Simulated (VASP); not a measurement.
# Mg (I4/mmm) in VASP: further runs

The runs below take Mg through single point, with LDA.

Everything below comes from runs of VASP 6.6.1. Logs are shortened: lines on timing, memory, paths and dates and some standing lists are left out, and cuts for length are marked.

## Step 1: The cell of the first run

Symmetry: I4/mmm, No. 139, tetragonal system. Conventional cell: a = 3.055 Å, b = 3.055 Å, c = 4.489 Å, α = 90.00°, β = 90.00°, γ = 90.00°. Mg (site symmetry 4/mmm) is surrounded by 12 Mg at 3.05 to 3.11 Å.

This isn't the form of Mg at room conditions, which is hcp.

## Step 2: Single point, LDA (strain -0.0375 x Voigt [1, 1, 0, 0, 0, 0], atoms carried along)

INCAR

```
SYSTEM = Mg
PREC = Accurate ; ENCUT = 520
EDIFF = 1E-7 ; ISMEAR = 0
SIGMA = 0.15 ; LREAL = .FALSE.
LASPH = .TRUE. ; NELM = 100
ALGO = Fast ; ISIF = 2
LWAVE = .FALSE. ; LCHARG = .TRUE.
GGA = CA ; LELF = .TRUE.
LVHAR = .TRUE. ; NBANDS = 7
```

KPOINTS

```
regular mesh
0
G
  18 18 18
  0 0 0
```

POSCAR

```
Mg
1.0
    0.0000000000      2.1600964000      2.2442560000
    2.1600964000      0.0000000000      2.2442560000
    2.1600964000      2.1600964000      0.0000000000
Mg
1
Direct
    0.0000000000      0.0000000000      0.0000000000
```

Potentials or basis: VASP PAW LDA potentials, release 64 (Mg).

Started as:

```
$ cat potpaw_LDA.64/Mg/POTCAR > POTCAR
$ mpirun -np 1 vasp_std > vasp.out
```

OUTCAR:

```text
SYSTEM = Mg
   PREC = Accurate
   ENCUT = 520
   EDIFF = 1E-7
   ISMEAR = 0
   LREAL = .FALSE.
   LASPH = .TRUE.
   NELM = 100
   ISIF = 2
   GGA = CA

 ion  position               nearest neighbor table
   1  0.000  0.000  0.000-

  LATTYP: Found a body centered tetragonal cell.
 ALAT       =     3.0548376249
 C/A-ratio  =     1.4693127921

  Lattice vectors:

 A1 = (  -2.1600964000,   0.0000000000,   2.2442560000)
 A2 = (   2.1600964000,   0.0000000000,   2.2442560000)
 A3 = (   0.0000000000,   2.1600964000,  -2.2442560000)

Analysis of symmetry for initial positions (statically):
=====================================================================
 Subroutine PRICEL returns:
 Original cell was already a primitive cell.

 Routine SETGRP: Setting up the symmetry group for a
 body centered tetragonal supercell.

 Subroutine GETGRP returns: Found 16 space group operations
 (whereof 16 operations were pure point group operations)
 out of a pool of 16 trial point group operations.

The static configuration has the point symmetry D_4h.

Analysis of symmetry for dynamics (positions and initial velocities):
=====================================================================
 Subroutine PRICEL returns:
 Original cell was already a primitive cell.

 Routine SETGRP: Setting up the symmetry group for a
 body centered tetragonal supercell.

 Subroutine GETGRP returns: Found 16 space group operations
 (whereof 16 operations were pure point group operations)
 out of a pool of 16 trial point group operations.

The dynamic configuration has the point symmetry D_4h.

 Subroutine INISYM returns: Found 16 space group operations
 (whereof 16 operations are pure point group operations),
 and found     1 'primitive' translations

----------------------------------------------------------------------------------------

                                     Primitive cell

  volume of cell :      20.9435

  direct lattice vectors                    reciprocal lattice vectors
     0.000000000  2.160096400  2.244256000    -0.231471151  0.231471151  0.222790983
     2.160096400  0.000000000  2.244256000     0.231471151 -0.231471151  0.222790983
     2.160096400  2.160096400  0.000000000     0.231471151  0.231471151 -0.222790983

  length of vectors
     3.114915962  3.114915962  3.054837625     0.395971728  0.395971728  0.395971728

  position of ions in fractional coordinates (direct lattice)
     0.000000000  0.000000000  0.000000000

  ion indices of the primitive-cell ions
   primitive index   ion index
                 1           1

----------------------------------------------------------------------------------------

 KPOINTS: regular mesh

Automatic generation of k-mesh.
 Grid dimensions read from file:
 generate k-points for:   18   18   18

 Generating k-lattice:

  Cartesian coordinates                     Fractional coordinates (reciprocal lattice)
    -0.012859508  0.012859508  0.012377277     0.055555556  0.000000000  0.000000000
     0.012859508 -0.012859508  0.012377277     0.000000000  0.055555556  0.000000000
     0.012859508  0.012859508 -0.012377277     0.000000000  0.000000000  0.055555556

  Length of vectors
     0.021998429  0.021998429  0.021998429

  Shift w.r.t. Gamma in fractional coordinates (k-lattice)
     0.000000000  0.000000000  0.000000000

 Subroutine IBZKPT returns following result:
 ===========================================

 Found    480 irreducible k-points:

 Following reciprocal coordinates:
            Coordinates               Weight
  0.000000  0.000000  0.000000      1.000000
  0.055556  0.000000  0.000000      8.000000
  0.111111  0.000000  0.000000      8.000000
  0.166667  0.000000  0.000000      8.000000
  0.222222  0.000000  0.000000      8.000000
  0.277778  0.000000  0.000000      8.000000
[... 16 lines left out ...]
 -0.277778  0.055556  0.000000      8.000000
 -0.222222  0.055556  0.000000      8.000000
 [... further k-points ...]
   k-points           NKPTS =    480   k-points in BZ     NKDIM =    480   number of bands    NBANDS=      7
   number of dos      NEDOS =    301   number of ions     NIONS =      1
   total plane-waves  NPLWV =  13824
   dimension x,y,z NGX =    24 NGY =   24 NGZ =   24
   dimension x,y,z NGXF=    48 NGYF=   48 NGZF=   48
   ions per type =               1
   NGX,Y,Z   is equivalent  to a cutoff of  12.81, 12.81, 13.06 a.u.
   NGXF,Y,Z  is equivalent  to a cutoff of  25.62, 25.62, 26.12 a.u.
 SYSTEM =  Mg
   PREC   = accura    normal or accurate (medium, high low for compatibility)
   ISTART =      0    job   : 0-new  1-cont  2-samecut
   ICHARG =      2    charge: 1-file 2-atom 10-const
   ISPIN  =      1    spin polarized calculation?
   LNONCOLLINEAR =      F non collinear calculations
   LSORBIT =      F    spin-orbit coupling
   LASPH  =      T    aspherical Exc in radial PAW
   ENCUT  =  520.0 eV  38.22 Ry    6.18 a.u.   5.79  5.79  5.68*2*pi/ulx,y,z
   NELM   =    100;   NELMIN=  2; NELMDL= -5     # of ELM steps
   EDIFF  = 0.1E-06   stopping-criterion for ELM
   LREAL  =      F    real-space projection
   EDIFFG = 0.1E-05   stopping-criterion for IOM
   NSW    =      0    number of steps for IOM
   IBRION =     -1    ionic relax: 0-MD 1-quasi-New 2-CG
   NFREE  =      0    steps in history (QN), initial steepest desc. (CG)
   ISIF   =      2    stress and relaxation
   ISYM   =      2    0-nonsym 1-usesym 2-fastsym
   POTIM  = 0.5000    time-step for ionic-motion
   TEBEG  =    0.0;   TEEND  =   0.0 temperature during run
   PSTRESS=    0.0 pullay stress
   NELECT =       2.0000    total number of electrons
   NUPDOWN=      -1.0000    fix difference up-down
   EMIN   =  10.00;   EMAX   =-10.00  energy-range for DOS
   EFERMI =   0.00;   METHOD = LEGACY
   ISMEAR =     0;   SIGMA  =   0.15  broadening in eV -4-tet -1-fermi 0-gaus
   EFERMI_NEDOS =   21; number of points for ismear=-14 and -15
   IALGO  =     68    algorithm
   IMIX   =      4    mixing-type and parameters
     AMIX     =   0.40;   BMIX     =  1.00
     AMIX_MAG =   1.60;   BMIX_MAG =  1.00
  volume/ion in A,a.u.               =      20.94       141.33
  Fermi-wavevector in a.u.,A,eV,Ry     =   0.748288  1.414059  7.618371  0.559934
  Thomas-Fermi vector in A             =   1.844541
   LORBIT       =      0    0 simple, 1 ext, 2 COOP (PROOUT), +10 PAW based schemes
   GGA     = CA    functional components
   LHFCALC =     F    Hartree Fock is set to
   AEXX    =    0.0000 exact exchange contribution
   IVDW    =     0    specifies the selected vdW correction
   LEPSILON=     F    determine dielectric tensor
   LRPA    =     F    only Hartree local field effects (RPA)
 non-spin polarized calculation
 RMM-DIIS sequential band-by-band and
 Gauss-broadening in eV      SIGMA  =   0.15
  energy-cutoff  :      520.00
  volume of cell :       20.94
 maximum number of plane-waves:       580
   NGX = 11   NGY = 11   NGZ = 11

 number of electron       2.0000000 magnetization

 Free energy of the ion-electron system (eV)
  ---------------------------------------------------
  ext. energy  EPLUGINS =         0.00000000
  ---------------------------------------------------
  free energy    TOTEN  =        -1.79554931 eV

  energy without entropy =       -1.79088331  energy(sigma->0) =       -1.79321631

 E-fermi :   2.9291     XC(G=0):  -8.9811

 val. band max:        2.9014705668   @ k =  -0.2778   0.3889   0.1667
 cond. band min:       2.9362589794   @ k =  -0.3889   0.2778   0.0556
 fundamental gap:      0.0347884126
 Fermi energy:         2.9291131238

 k-point     1 :       0.0000    0.0000    0.0000
  band No.  band energies     occupation
      1      -4.3606      2.00000
      2      15.6373      0.00000
      3      15.9427      0.00000
      4      15.9427      0.00000
      5      18.1191      0.00000
      6      18.1191      0.00000
      7      18.2121      0.00000

 k-point     2 :       0.0556    0.0000    0.0000
  band No.  band energies     occupation
      1      -4.2877      2.00000
      2      14.6494      0.00000
      3      15.5875      0.00000
      4      15.8032      0.00000
      5      18.1663      0.00000
      6      18.3782      0.00000
      7      18.4644      0.00000

 k-point     3 :       0.1111    0.0000    0.0000
  band No.  band energies     occupation
      1      -4.0692      2.00000
      2      12.7851      0.00000
      3      15.2328      0.00000
      4      15.5145      0.00000
      5      17.9292      0.00000
      6      19.0251      0.00000
      7      19.1574      0.00000

 k-point     4 :       0.1667    0.0000    0.0000
  band No.  band energies     occupation
      1      -3.7063      2.00000
      2      10.8841      0.00000
      3      14.8769      0.00000
      4      15.2303      0.00000
      5      17.6270      0.00000
      6      18.8289      0.00000
      7      19.9019      0.00000

 k-point     5 :       0.2222    0.0000    0.0000
  band No.  band energies     occupation
      1      -3.2007      2.00000
      2       9.0451      0.00000
      3      14.5828      0.00000
      4      15.0134      0.00000
      5      17.3250      0.00000
      6      17.9707      0.00000
      7      19.1719      0.00000
[... 161 lines left out ...]
 k-point    22 :      -0.3333    0.0556    0.0000
  band No.  band energies     occupation
      1      -1.3909      2.00000
      2       5.1314      0.00000
      3      12.6907      0.00000
      4      15.5911      0.00000
      5      16.6060      0.00000
      6      17.0051      0.00000
      7      17.9069      0.00000

 k-point    23 :      -0.2778    0.0556    0.0000
  band No.  band energies     occupation
      1      -2.2220      2.00000
      2       6.7327      0.00000
      3      12.7839      0.00000
      4      15.7657      0.00000
      5      17.1486      0.00000
      6      17.7140      0.00000
      7      17.9237      0.00000

 k-point    24 :      -0.2222    0.0556    0.0000
  band No.  band energies     occupation
      1      -2.9178      2.00000
      2       8.4386      0.00000
      3      12.9931      0.00000
      4      15.8930      0.00000
      5      17.9494      0.00000
      6      18.0075      0.00000
      7      18.5461      0.00000

 [... further k-points ...]

------------------------ aborting loop because EDIFF is reached ----------------------------------------

  FORCE on cell =-STRESS in cart. coord.  units (eV):
  Direction    XX          YY          ZZ          XY          YZ          ZX
  --------------------------------------------------------------------------------------
  -------------------------------------------------------------------------------------
  Total        0.2102730      0.2102730      0.0928903      0.0000000      0.0000000      0.0000000
  in kB       16.0859022     16.0859022      7.1061126      0.0000000      0.0000000      0.0000000
  external PRESSURE =      13.0926390 kB  Pullay stress =       0.0000000 kB

 VOLUME and BASIS-vectors are now :
 -----------------------------------------------------------------------------
  energy-cutoff  :      520.00
  volume of cell :       20.94
      direct lattice vectors                 reciprocal lattice vectors
     0.000000000  2.160096400  2.244256000    -0.231471151  0.231471151  0.222790983
     2.160096400  0.000000000  2.244256000     0.231471151 -0.231471151  0.222790983
     2.160096400  2.160096400  0.000000000     0.231471151  0.231471151 -0.222790983

 POSITION                                       TOTAL-FORCE (eV/Angst)
 -----------------------------------------------------------------------------------
      0.00000      0.00000      0.00000         0.000000      0.000000     -0.000000
 -----------------------------------------------------------------------------------
    total drift:                                0.000000     -0.000000     -0.000000

  FREE ENERGIE OF THE ION-ELECTRON SYSTEM (eV)
  ---------------------------------------------------
  free  energy   TOTEN  =        -1.7955493122 eV

  energy  without entropy=       -1.7908833063  energy(sigma->0) =       -1.79321631
```

It took 27 s on 1 thread of Intel Xeon Platinum 8488C (Sapphire Rapids), shared host; peak memory 0.18 GiB.

What came out:

* Free energy: -1.7955 eV
* Pressure: 1.3 GPa
* Band gap on the k mesh: none (metal or under the smearing width)

Stress tensor (GPa, compression positive):
```
1.61 0.00 0.00
0.00 1.61 0.00
0.00 0.00 0.71
```

## Step 3: Single point, LDA (strain +0.0750 x Voigt [1, 1, 0, 0, 0, 0], atoms carried along)

INCAR

```
PREC     = Accurate       # precision mode
ENCUT    = 520            # plane-wave cutoff, eV
EDIFF    = 1E-6           # SCF threshold, eV
ISMEAR   = 0              # smearing method
SIGMA    = 0.15           # smearing width, eV
LREAL    = F              # projectors in reciprocal space
LASPH    = T              # aspherical terms in the spheres
NELM     = 100            # most SCF steps
ALGO     = Fast           # electronic algorithm
ISIF     = 2              # what is computed and relaxed
LWAVE    = F              # write WAVECAR
LCHARG   = F              # write CHGCAR
NBANDS   = 7              # bands
```

KPOINTS

```
Automatic mesh
0
Gamma
  18 18 18
```

POSCAR

```
Mg
1.0
    0.0000000000      2.4125752000      2.2442560000
    2.4125752000      0.0000000000      2.2442560000
    2.4125752000      2.4125752000      0.0000000000
Mg
1
Direct
    0.0000000000      0.0000000000      0.0000000000
```

Potentials or basis: VASP PAW LDA potentials, release 64 (Mg).

Started as:

```
$ cat potpaw_LDA.64/Mg/POTCAR > POTCAR
$ mpirun -np 1 vasp_std > vasp.out
```

It took 46 s on 1 thread of Intel Xeon Platinum 8488C (Sapphire Rapids), shared host; peak memory 0.21 GiB.

The run converged. Its results:

```
Free energy            : -1.7115 eV
Pressure               : -5.1 GPa
Band gap on the k mesh : none (metal or under the smearing width)
```

Stress tensor (GPa, compression positive):
```
-5.36  0.00  0.00
 0.00 -5.36  0.00
 0.00  0.00 -4.70
```

Levels at points of the mesh, in eV from the Fermi level:
| k point | band 1 | band 2 | band 3 | band 4 | band 5 |
| --- | --- | --- | --- | --- | --- |
| (0.00, 0.00, 0.00) | -6.37 | 11.44 | 11.44 | 11.92 | 12.60 |
| (0.50, 0.00, 0.00) | -1.44 | -1.31 | 10.00 | 10.07 | 10.94 |
| (0.50, 0.50, 0.00) | 0.43 | 1.41 | 5.47 | 5.61 | 5.61 |
| (0.50, 0.00, 0.50) | -0.41 | 0.33 | 6.18 | 6.47 | 6.76 |
